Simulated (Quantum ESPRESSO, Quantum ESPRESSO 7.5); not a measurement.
# Lattice constant of rock-salt LiCl with Quantum ESPRESSO: an engineer's working notes

*A beginner's notebook, kept as written. Several of its settings and conclusions are unsound; a review follows at the end.*

## Experimental context

The number to reproduce is the edge a of the cubic cell of lithium chloride, which has the rock-salt structure. It is 5.13988 Å at room temperature, from a printed reference work on crystallographic data and neutron monochromator reference tables. It is a compiled value, and the method behind it is not stated. The diffraction structure I start from has a = 5.143 Å, which is 0.003 Å longer. The two do not agree exactly, but they are close enough that I will not worry about it. I compare with the tabulated value.

| compared with | measured | source's wording or label | T (K) | method |
| --- | --- | --- | --- | --- |
| a (Å) | 5.13988 | cubic a | room temperature | compiled value, method not stated |

Conditions are those given with the value in the passage it was taken from; "not stated" means there, and the paper may say more elsewhere.

## Aim and plan

I need a calculated lattice constant for LiCl, and I have a deadline. The model is the small cell with one Li and one Cl, and the program moves the cell until it is happy. I want to be within 0.01 Å of the table, because two correct decimals look respectable; I have no better reason for that figure. I will start with LDA, since it comes first in most lists of functionals, and change settings until the number fits. When it fits, I stop.

System: LiCl, rock salt; Fm-3m (No. 225), 2 atoms in the primitive cell; the database structure is a diffraction structure: a = 5.143 Å.

## 1. LDA with a cutoff line from a tutorial

A tutorial I followed on a metal surface, written for another program, sets encut = 500 and says that the cutoff decides the accuracy. My input already has a cutoff in Ry, but 500 is a much bigger number, so I add the line to the &system block as well. I expect this to make the run more accurate, and the lattice constant to come out close to the table at the first try.

**Run 1.** Quantum ESPRESSO 7.5: LDA, GBRV ultrasoft potentials, cell and atoms relaxed from the database structure, cutoff 45 Ry (density 360 Ry), 6x6x6 k mesh, Gaussian smearing 0.02 eV; encut = 500 added to &system.

Key lines of the input:
```
! potential files: GBRV ultrasoft potentials, made for LDA
&control
  calculation = 'vc-relax'
  etot_conv_thr = 1.0d-5
  nstep = 60
/
&system
  nat = 2
  ntyp = 2
  ecutwfc = 45
  ecutrho = 360
  nbnd = 11
  occupations = 'smearing'
  smearing = 'gaussian'
  degauss = 0.00147
  encut = 500
/
&electrons
  conv_thr = 1.0d-8
  electron_maxstep = 100
  mixing_beta = 0.4
/
&ions
/
&cell
  press_conv_thr = 0.5
/
ATOMIC_SPECIES
  Li 6.940 Li.upf
  Cl 35.450 Cl.upf
[... cell and positions ...]
K_POINTS automatic
  6 6 6 0 0 0
```

Command:
```
OMP_NUM_THREADS=1 mpirun -n 4 pw.x -nk 4 -in relax.in > relax.out
```

Selected lines of the output:
```
Error in routine  read_namelists (1):
      bad line in namelist &system: "  encut = 500" (error could be in the previous line)
```

Input refused; 0.5 s on 4 cores of Arm Neoverse V1, shared host.

The program stopped at once and calls encut = 500 a bad line. I take this to mean that 500 is too high a cutoff for this program. The tutorial was for a metal, and a salt probably needs much less.

## 2. A much lower cutoff

I take the line out and, since high values seem to cause trouble, also bring the ordinary cutoff down to 12 Ry, with 96 Ry for the density. LiCl has only two atoms in the cell, so there is not much to describe. I expect a quick run and a lattice constant within my 0.01 Å.

**Run 2.** Quantum ESPRESSO 7.5: LDA, GBRV ultrasoft potentials, cell and atoms relaxed from the database structure, cutoff 12 Ry (density 96 Ry), 6x6x6 k mesh, Gaussian smearing 0.02 eV.

Key lines of the input, as changed from run 1:
```diff
  &control
-   nstep = 60
+   nstep = 30
  &system
-   ecutwfc = 45
-   ecutrho = 360
+   ecutwfc = 12
+   ecutrho = 96
-   encut = 500
  &electrons
-   electron_maxstep = 100
-   mixing_beta = 0.4
+   electron_maxstep = 60
```

Selected lines of the output:
```
          total   stress  (Ry/bohr**3)                   (kbar)     P=       -0.00
     bfgs converged in   5 scf cycles and   4 bfgs steps
          total   stress  (Ry/bohr**3)                   (kbar)     P=    -1584.60
```

Converged; took 1.8 s.

| quantity | run 2 | measured | deviation |
| --- | --- | --- | --- |
| a (Å) | 4.2264 | 5.13988 | −0.9135 (−17.8 %) |
| conventional cell volume (Å³) | 75.49 |  |  |
| final pressure (GPa) | −158.46 |  |  |

The run says converged, with a pressure of −0.00 kbar at the last step, so I take the calculation itself to be sound. But a is 4.2264 Å, which is 0.9135 Å too short. There is also a −1584.60 kbar further down, after the end of the relaxation, and I leave that aside because the program had already finished by then. My conclusion is that the physics is wrong and not the settings: I gave the program neutral atoms, and LiCl is made of ions.

## 3. Putting the lithium charge in

Lithium in the salt is Li⁺, so I set the total charge to +1. I also put the cutoffs back to the values in my first input file, 45 Ry and 360 Ry for the density. I expect the ions to take up their proper distance and the cell to grow to about the tabulated size.

**Run 3.** Quantum ESPRESSO 7.5: LDA, GBRV ultrasoft potentials, cell and atoms relaxed from the database structure, cutoff 45 Ry (density 360 Ry), 6x6x6 k mesh, Gaussian smearing 0.02 eV; total charge +1.

Key lines of the input, as changed from run 2:
```diff
  &system
-   ecutwfc = 12
-   ecutrho = 96
+   ecutwfc = 45
+   ecutrho = 360
+   tot_charge = 1
```

Selected lines of the output:
```
     bfgs converged in  10 scf cycles and   8 bfgs steps
          total   stress  (Ry/bohr**3)                   (kbar)     P=       -0.16
```

Converged; took 13 s. Warnings: WARNING: bfgs curvature condition failed, Theta= 0.690; WARNING: bfgs curvature condition failed, Theta= 0.738.

| quantity | run 3 | measured | deviation |
| --- | --- | --- | --- |
| a (Å) | 3.4601 | 5.13988 | −1.6798 (−32.7 %) |
| conventional cell volume (Å³) | 41.43 |  |  |
| final pressure (GPa) | −0.016 |  |  |

The cell has shrunk further, to a = 3.4601 Å, which is 1.6798 Å below the table. Li⁺ is smaller than a lithium atom, so a smaller cell makes sense, and I conclude that the program already makes the ions itself and I have now counted the charge twice. This time the last pressure is also near zero, so the run is good and only the charge has to go.

## 4. No charge, and a single k-point

I take the charge out and keep 45 Ry. The other thing left over from the metal tutorial is the 6x6x6 k mesh. As I understand it, k-points are for electrons that move around, and in a salt they stay on their ions, so 1x1x1 should be the proper choice here and saves time too. I expect to land near 5.14 Å.

**Run 4.** Quantum ESPRESSO 7.5: LDA, GBRV ultrasoft potentials, cell and atoms relaxed from the database structure, cutoff 45 Ry (density 360 Ry), 1x1x1 k mesh, Gaussian smearing 0.02 eV.

Key lines of the input, as changed from run 3:
```diff
  &system
-   tot_charge = 1
  K_POINTS automatic
-   6 6 6 0 0 0
+   1 1 1 0 0 0
```

Command:
```
OMP_NUM_THREADS=1 mpirun -n 4 pw.x -nk 1 -in relax.in > relax.out
```

Selected lines of the output:
```
     number of k points=     1  Gaussian smearing, width (Ry)=  0.0015
     bfgs converged in   7 scf cycles and   6 bfgs steps
          total   stress  (Ry/bohr**3)                   (kbar)     P=       14.68
```

Converged; took 6.7 s.

| quantity | run 4 | measured | deviation |
| --- | --- | --- | --- |
| a (Å) | 6.9260 | 5.13988 | +1.7861 (+34.8 %) |
| conventional cell volume (Å³) | 332.24 |  |  |
| final pressure (GPa) | 1.468 |  |  |

Now the cell is too large: a = 6.9260 Å, 1.7861 Å above the table. LDA has given me 4.2264, 3.4601 and 6.9260 Å for the same salt, and each of those runs reported that it had converged. I conclude that LDA is not stable for ionic substances and that the functional has to go.

## 5. BLYP, because LiCl is a molecule

In the chemistry examples I have read, molecules are done with BLYP or something close to it, and LiCl is a molecule with two atoms, so BLYP should suit it better than LDA. I put the 6x6x6 mesh back, since the single point made the cell swell, and leave the cutoff at 45 Ry. The potential files are the PBE ones, which I take to be general-purpose. I expect this to settle the matter within 0.01 Å.

**Run 5.** Quantum ESPRESSO 7.5: BLYP, GBRV ultrasoft potentials, cell and atoms relaxed from the database structure, cutoff 45 Ry (density 360 Ry), 6x6x6 k mesh, Gaussian smearing 0.02 eV; PBE files.

Key lines of the input, as changed from run 1:
```diff
- ! potential files: GBRV ultrasoft potentials, made for LDA
+ ! potential files: GBRV ultrasoft potentials, made for PBE
  &system
+   input_dft = 'blyp'
-   encut = 500
```

Selected lines of the output:
```
     new unit-cell volume =    242.09409 a.u.^3 (    35.87464 Ang^3 )
     bfgs converged in   6 scf cycles and   5 bfgs steps
```

Converged; 9 s on 4 cores of Arm Neoverse V2, shared host. Warnings: WARNING: bfgs curvature condition failed, Theta= 0.981.

| quantity | run 5 | measured | deviation |
| --- | --- | --- | --- |
| a (Å) | 5.2354 | 5.13988 | +0.0955 (+1.9 %) |
| conventional cell volume (Å³) | 143.50 |  |  |
| final pressure (GPa) | −0.005 |  |  |

This is much closer: a = 5.2354 Å, 0.0955 Å above the table, where the LDA runs were off by almost an ångström or more. I take that as proof that LiCl has to be treated as a molecule and that LDA was the fault all along. It is still outside my 0.01 Å.

## 6. Molecules need van der Waals forces

If the crystal is made of LiCl molecules, something has to hold them together, and between molecules that is the van der Waals force. BLYP does not have it, which explains why the cell came out too big. I pick rVV10, which has it built in, and keep the PBE potential files because they worked. I expect the molecules to move closer by the missing 0.0955 Å, and then I can hand the number in.

**Run 6.** Quantum ESPRESSO 7.5: rVV10, GBRV ultrasoft potentials, cell and atoms relaxed from the database structure, cutoff 45 Ry (density 360 Ry), 6x6x6 k mesh, Gaussian smearing 0.02 eV; PBE files.

Key lines of the input, as changed from run 5:
```diff
  &system
-   input_dft = 'blyp'
+   input_dft = 'rvv10'
```

Selected lines of the output:
```
     new unit-cell volume =    225.29981 a.u.^3 (    33.38599 Ang^3 )
     bfgs converged in   5 scf cycles and   4 bfgs steps
```

Converged; 24 s on 4 cores of Arm Neoverse V1, shared host. Warnings: WARNING: bfgs curvature condition failed, Theta= 0.944.

| quantity | run 6 | measured | deviation |
| --- | --- | --- | --- |
| a (Å) | 5.1114 | 5.13988 | −0.0285 (−0.6 %) |
| conventional cell volume (Å³) | 133.54 |  |  |
| final pressure (GPa) | 0.006 |  |  |

The van der Waals force pulled the molecules together, as I had hoped, but too far. The cell is 0.1240 Å smaller than with BLYP, when I needed 0.0955 Å, and a = 5.1114 Å is now 0.0285 Å below the table. So the molecular picture is confirmed, and rVV10 is simply too strong for LiCl. I see no setting in my input to turn it down.

## 7. Back to LDA with a cutoff in between

Looking through my old results, I notice that LDA gave 4.2264 Å at 12 Ry and 6.9260 Å at 45 Ry. The table value lies between them, so the right cutoff must lie between them too, and LDA may only have needed tuning. I take 30 Ry, with 120 Ry for the density, four times as much, as in a tutorial input for silicon. The mesh stays at 6x6x6. I expect a to come out close to 5.14 Å.

**Run 7.** Quantum ESPRESSO 7.5: LDA, GBRV ultrasoft potentials, cell and atoms relaxed from the database structure, cutoff 30 Ry (density 120 Ry), 6x6x6 k mesh, Gaussian smearing 0.02 eV.

Key lines of the input, as changed from run 1:
```diff
  &system
-   ecutwfc = 45
-   ecutrho = 360
+   ecutwfc = 30
+   ecutrho = 120
-   encut = 500
```

Selected lines of the output:
```
     kinetic-energy cutoff     =      30.0000  Ry
     new unit-cell volume =    204.67936 a.u.^3 (    30.33035 Ang^3 )
     bfgs converged in   6 scf cycles and   5 bfgs steps
          total   stress  (Ry/bohr**3)                   (kbar)     P=       -5.25
```

Converged; took 3.9 s. Warnings: WARNING: bfgs curvature condition failed, Theta= 0.961.

| quantity | run 7 | measured | deviation |
| --- | --- | --- | --- |
| a (Å) | 4.9505 | 5.13988 | −0.1894 (−3.7 %) |
| conventional cell volume (Å³) | 121.32 |  |  |
| final pressure (GPa) | −0.525 |  |  |

With 30 Ry the cell comes out at a = 4.9505 Å, 0.1894 Å below the table. It lies between my two earlier LDA values, so I conclude that the tuning works and that the cutoff makes the cell grow: 4.2264 Å at 12 Ry, 4.9505 Å at 30 Ry, 6.9260 Å at 45 Ry. I only have to go up a little more.

## 8. Tuning the mesh as well

The k mesh seems to be a second knob, because the cell was at its largest with the single point. I go back to 45 Ry, which makes the cell bigger, and use a 4x4x4 mesh to hold it back, but not as hard as 6x6x6 would. Between the two I expect to gain the missing 0.1894 Å and arrive at the table value.

**Run 8.** Quantum ESPRESSO 7.5: LDA, GBRV ultrasoft potentials, cell and atoms relaxed from the database structure, cutoff 45 Ry (density 360 Ry), 4x4x4 k mesh, Gaussian smearing 0.02 eV.

Key lines of the input, as changed from run 1:
```diff
  &system
-   encut = 500
  K_POINTS automatic
-   6 6 6 0 0 0
+   4 4 4 0 0 0
```

Selected lines of the output:
```
     kinetic-energy cutoff     =      45.0000  Ry
     new unit-cell volume =    207.28543 a.u.^3 (    30.71653 Ang^3 )
```

Converged; took 8 s. Warnings: WARNING: bfgs curvature condition failed, Theta= 0.938.

| quantity | run 8 | measured | deviation |
| --- | --- | --- | --- |
| a (Å) | 4.9714 | 5.13988 | −0.1685 (−3.3 %) |
| conventional cell volume (Å³) | 122.87 |  |  |
| final pressure (GPa) | 0.003 |  |  |

I gained only 0.0209 Å on the last run. At a = 4.9714 Å the cell is still 0.1685 Å short of the table. The direction is right, so I conclude that the cutoff is the knob that counts and that I have not turned it far enough.

## 9. More cutoff

I raise the cutoff to 61 Ry, with 488 Ry for the density, and put the mesh back to 6x6x6, because that is what stands in my first file and the mesh did not bring much. From 12 to 30 Ry the cell grew by 0.7241 Å, so another 16 Ry should easily cover the missing 0.1685 Å. If anything I expect to end slightly above the table. The deadline is close, and I mean to hand in what this run gives.

**Run 9.** Quantum ESPRESSO 7.5: LDA, GBRV ultrasoft potentials, cell and atoms relaxed from the database structure, cutoff 61 Ry (density 488 Ry), 6x6x6 k mesh, Gaussian smearing 0.02 eV.

Key lines of the input, as changed from run 7:
```diff
  &system
-   ecutwfc = 30
-   ecutrho = 120
+   ecutwfc = 61
+   ecutrho = 488
```

Selected lines of the output:
```
     kinetic-energy cutoff     =      61.0000  Ry
     new unit-cell volume =    206.45115 a.u.^3 (    30.59290 Ang^3 )
     bfgs converged in   6 scf cycles and   5 bfgs steps
```

Converged; 13 s on 4 cores of Arm Neoverse V2, shared host. Warnings: WARNING: bfgs curvature condition failed, Theta= 0.934.

| quantity | run 9 | measured | deviation |
| --- | --- | --- | --- |
| a (Å) | 4.9647 | 5.13988 | −0.1752 (−3.4 %) |
| conventional cell volume (Å³) | 122.37 |  |  |
| final pressure (GPa) | −0.003 |  |  |

The cell did not grow. At 61 Ry a is 4.9647 Å, which is 0.0067 Å less than in the last run and 0.1752 Å below the table. I conclude that I have turned the cutoff too far, and that the cell is largest somewhere between 45 and 61 Ry and shrinks again after that. The right value must be in that gap, but the deadline does not leave me time to look for it.

I had meant to hand in whatever this run gave, but it is too far off. I will hand in the 5.1114 Å from rVV10 instead, because it is the closest number I have to the table, although it misses my 0.01 Å.

## Overview

| run | settings | a (Å) | deviation | cost | status |
| --- | --- | --- | --- | --- | --- |
| 1 | LDA, cutoff 45 Ry (density 360 Ry), 6x6x6 k mesh, encut = 500 added to &system | – |  | under 1 core-min | input refused |
| 2 | LDA, cutoff 12 Ry (density 96 Ry), 6x6x6 k mesh | 4.2264 | −0.9135 (−17.8 %) | under 1 core-min |  |
| 3 | LDA, cutoff 45 Ry (density 360 Ry), 6x6x6 k mesh, total charge +1 | 3.4601 | −1.6798 (−32.7 %) | under 1 core-min |  |
| 4 | LDA, cutoff 45 Ry (density 360 Ry), 1x1x1 k mesh | 6.9260 | +1.7861 (+34.8 %) | under 1 core-min |  |
| 5 | BLYP, cutoff 45 Ry (density 360 Ry), 6x6x6 k mesh, PBE files | 5.2354 | +0.0955 (+1.9 %) | under 1 core-min |  |
| 6 | rVV10, cutoff 45 Ry (density 360 Ry), 6x6x6 k mesh, PBE files | 5.1114 | −0.0285 (−0.6 %) | 95 core-s |  |
| 7 | LDA, cutoff 30 Ry (density 120 Ry), 6x6x6 k mesh | 4.9505 | −0.1894 (−3.7 %) | under 1 core-min |  |
| 8 | LDA, cutoff 45 Ry (density 360 Ry), 4x4x4 k mesh | 4.9714 | −0.1685 (−3.3 %) | under 1 core-min |  |
| 9 | LDA, cutoff 61 Ry (density 488 Ry), 6x6x6 k mesh | 4.9647 | −0.1752 (−3.4 %) | under 1 core-min |  |
|  | measured | 5.13988 |  |  |  |

## Closing entry

I am handing in a = 5.1114 Å for LiCl, from rVV10. It is 0.0285 Å below the tabulated 5.13988 Å, so I did not reach my 0.01 Å, but nothing else I ran came closer.

In the covering note I will write that LiCl is a molecular crystal held together by van der Waals forces, and that this is why rVV10 did best. I will also write that LDA is not reliable for salts. It gave me anything from 3.4601 to 6.9260 Å, and every run that started said it had converged.

What I still do not understand is the cutoff. It made the cell grow at first and then stopped working at 61 Ry. If the deadline is moved, I will go through the values between 45 and 61 Ry one at a time until LDA gives the number in the table. Otherwise the rVV10 value stands, and I will round it to 5.11 Å, which looks closer to 5.14 Å than all those decimals do.

## An expert's review

Further runs made for the review:

| reviewer's run | settings | a (Å) | deviation | cost | status |
| --- | --- | --- | --- | --- | --- |
| R1 | LDA, GBRV ultrasoft potentials, cutoff 45 Ry (density 360 Ry), 6x6x6 k mesh | 4.9640 | −0.1759 (−3.4 %) | under 1 core-min | warnings: WARNING: bfgs curvature condition failed, Theta= 0.933 |
| R2 | PBE, GBRV ultrasoft potentials, cutoff 45 Ry (density 360 Ry), 6x6x6 k mesh | 5.1471 | +0.0072 (+0.1 %) | under 1 core-min |  |
| R3 | PBE, SSSP efficiency potentials, cutoff 65 Ry (density 520 Ry), 6x6x6 k mesh | 5.1469 | +0.0070 (+0.1 %) | under 1 core-min | warnings: WARNING: bfgs curvature condition failed, Theta= 0.897 |
|  | measured | 5.13988 |  |  |  |

The 0.01 Å target was chosen for its looks, and stopping when the number fits tests nothing. Settings must be converged first, whatever the table says.

Run 1 failed because Quantum ESPRESSO has no keyword encut, not because 500 was too high. In the other program the unit is eV, so 500 means roughly 37 Ry, less than the 45 Ry already set.

The potentials decide the cutoff, not the number of atoms or the kind of substance, and run 2's 12 Ry was far too low. The −1584.60 kbar set aside was the program's own final check on a fresh basis, and it exposed the settings, not the physics. The same LDA calculation at 45 Ry, R1, gives 4.9640 Å for under a core-minute.

Neutral starting atoms are no error: the ions form by themselves, as the author rightly saw after run 3. The +1 charge did not count Li⁺ twice, however; it removed one electron from every primitive cell. That makes the pressure meaningless, even near zero, and the shrinkage says nothing about the size of Li⁺.

Insulators need k-points too. Run 4 differs from R1 only in its single point, which caused the swelling to 6.9260 Å; the final 14.68 kbar was another ignored warning. LDA was not unstable. "Converged" only means that the optimiser met its criteria.

LiCl is an ionic crystal, and two atoms in a primitive cell are not a molecule. Run 5 proves nothing to the contrary, and its PBE potentials are not general-purpose but mismatched to BLYP. Restoring the mesh was right. Run 6 changes more than the van der Waals part, so the 0.1240 Å contraction neither measures that force nor confirms molecules, and the remaining miss does not show that it is "too strong". Dispersion contributes, but electrostatic attraction dominates the binding. PBE potentials are a common approximation with rVV10, but should be declared as one.

Run 7 interpolates between two faulty runs, and its density cutoff is too low for ultrasoft potentials. The final −5.25 kbar, on a fresh basis, also hinted that the plane-wave basis was not converged. Run 8 changed cutoffs and mesh together; against R1, its coarser mesh lengthens the cell by 0.0074 Å. Run 9 is sound and agrees with R1 within 0.0007 Å: the cutoff has converged, and there is no maximum to hunt for between 45 and 61 Ry. The repeated BFGS warnings concern the optimiser's step and are harmless where the final pressure is near zero.

The rVV10 result was handed in only for its closeness, and rounding it to 5.11 Å moves it further from the table. LDA's wild spread came from settings; its real fault here is the familiar one of binding too tightly.

PBE gives 5.1471 Å (R2), 0.0072 Å above the measurement, and R3, at higher cutoffs with the SSSP library's files, which may be the same potentials, gives 5.1469 Å. That is very good agreement, but probably owes something to a cancellation of errors: PBE tends to bind such salts too weakly, which lengthens the cell, while zero-point motion and thermal expansion, both omitted, would lengthen it further. The size of that further shift was not calculated here. Nothing here gives cause to doubt the tabulated value.

[Logs are printed without paths, hosts, clocks, repeated set-up lines and the standing remarks that a program may print on its own settings, such as how far it seeks lower states.]

[The runs shown are a pick from a larger set of finished runs; failed, doubtful and other runs were left out of it ahead of writing. So were measured values far from every level or from commonly accepted values, and agreement can look better than it is. Lines of input and output are excerpts and may be shortened.]
